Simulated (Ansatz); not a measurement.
Time and memory for BN

```yaml
crystal:
  lattice:
    - [7.5241227717, 0.0, 0.0]
    - [-3.7401322941, 6.5286931239, 0.0]
    - [-1.2613301592, -2.1762310412, 6.04508]
  atoms:
    - { symbol: B, position: [0.3265476667, 0.327833, 0.000903] }
    - { symbol: B, position: [0.3265476667, 0.327833, 0.500903] }
    - { symbol: B, position: [0.3265476667, 0.6611663333, 0.000903] }
    - { symbol: B, position: [0.3265476667, 0.6611663333, 0.500903] }
    - { symbol: B, position: [0.3265476667, 0.9944996667, 0.000903] }
    - { symbol: B, position: [0.3265476667, 0.9944996667, 0.500903] }
    - { symbol: B, position: [0.659881, 0.327833, 0.000903] }
    - { symbol: B, position: [0.659881, 0.327833, 0.500903] }
    - { symbol: B, position: [0.659881, 0.6611663333, 0.000903] }
    - { symbol: B, position: [0.659881, 0.6611663333, 0.500903] }
    - { symbol: B, position: [0.659881, 0.9944996667, 0.000903] }
    - { symbol: B, position: [0.659881, 0.9944996667, 0.500903] }
    - { symbol: B, position: [0.9932143333, 0.327833, 0.000903] }
    - { symbol: B, position: [0.9932143333, 0.327833, 0.500903] }
    - { symbol: B, position: [0.9932143333, 0.6611663333, 0.000903] }
    - { symbol: B, position: [0.9932143333, 0.6611663333, 0.500903] }
    - { symbol: B, position: [0.9932143333, 0.9944996667, 0.000903] }
    - { symbol: B, position: [0.9932143333, 0.9944996667, 0.500903] }
    - { symbol: "N", position: [0.2228353333, 0.110795, 0.4924995] }
    - { symbol: "N", position: [0.2228353333, 0.110795, 0.9924995] }
    - { symbol: "N", position: [0.2228353333, 0.4441283333, 0.4924995] }
    - { symbol: "N", position: [0.2228353333, 0.4441283333, 0.9924995] }
    - { symbol: "N", position: [0.2228353333, 0.7774616667, 0.4924995] }
    - { symbol: "N", position: [0.2228353333, 0.7774616667, 0.9924995] }
    - { symbol: "N", position: [0.5561686667, 0.110795, 0.4924995] }
    - { symbol: "N", position: [0.5561686667, 0.110795, 0.9924995] }
    - { symbol: "N", position: [0.5561686667, 0.4441283333, 0.4924995] }
    - { symbol: "N", position: [0.5561686667, 0.4441283333, 0.9924995] }
    - { symbol: "N", position: [0.5561686667, 0.7774616667, 0.4924995] }
    - { symbol: "N", position: [0.5561686667, 0.7774616667, 0.9924995] }
    - { symbol: "N", position: [0.889502, 0.110795, 0.4924995] }
    - { symbol: "N", position: [0.889502, 0.110795, 0.9924995] }
    - { symbol: "N", position: [0.889502, 0.4441283333, 0.4924995] }
    - { symbol: "N", position: [0.889502, 0.4441283333, 0.9924995] }
    - { symbol: "N", position: [0.889502, 0.7774616667, 0.4924995] }
    - { symbol: "N", position: [0.889502, 0.7774616667, 0.9924995] }
kpoints:
  mp_grid: { grid: [3, 3, 3] }
scf:
  occupations: { method: fixed }
hamiltonian:
  xc: pbe
  pseudopotentials: { kind: paw }
output:
  forces: true
  efg:
    quadrupole_moments_barn: { B: 0.04059, "N": 0.02044 }
    contact_densities: true
  core_levels:
    shells: { B: "1s", "N": "1s" }
    counted_from: valence_top
    eps_inf:
      - [4.939, -0.24, 0.036]
      - [-0.24, 5.435, -0.019]
      - [0.036, -0.019, 3.073]
    add_spin: false
```

```sh
ansatz run input.yaml --threads 1 --pin off --max-ram 2560MiB --backend cpu --events-out ev --progress --plain --runs-dir out
```

It runs on 1 thread of Intel Xeon Platinum 8488C (Sapphire Rapids) (x86_64; 48 cores open to the job, memory cap 2.5 GiB, no GPU), a shared host with a load of 0.4 a core.

Problem. How much time and memory should be set aside?

Solution. About 2 min of wall time (2 min of CPU time) and 0.84 GiB. The run holds 144 valence electrons in 108 bands, about 5807 plane waves a k-point and 14 irreducible k-points, and took 6 SCF iterations for the ground state, and 2 further spin-resolved or lower-symmetry cells with a core hole. Times on a shared host vary by tens of per cent.
